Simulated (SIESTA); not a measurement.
The system is CuAu.

```
Au Cu
1.0
     2.81075    0.00000    0.00000
     0.00000    2.81075    0.00000
     0.00000    0.00000    3.68500
Au Cu
1 1
Direct
  0.00000 0.00000 0.00000
  0.50000 0.50000 0.50000
```

Base run:

* Program: SIESTA 5.4.2
* Functional: BLYP
* Potentials or basis: PseudoDojo 0.4 standard (PBE files)
* Basis: DZP (energy shift 0.003 Ry; two zetas on semicore shells)
* Grid cutoff: 800 Ry
* Energy shift: 0.003 Ry
* k mesh: 9 × 9 × 7
* Occupations: fermi-dirac, width 0.05 eV
* Spin: no spin polarisation

Its results: band gap on the k mesh none (metal or under the smearing width); pressure 13.9 GPa.

Task: The run is repeated on the same cell with these changes: functional from BLYP to RPBE. What comes out?

Result: Band gap on the k mesh none (metal or under the smearing width); pressure 9.7 GPa.

Caveats: short orbitals over semicore shells can move pressures by several GPa; the potentials were made for another functional, which shifts forces and pressure; the basis of atomic orbitals isn't converged, which shifts pressures, moduli and gaps.

Not every run made on this cell is shown here.
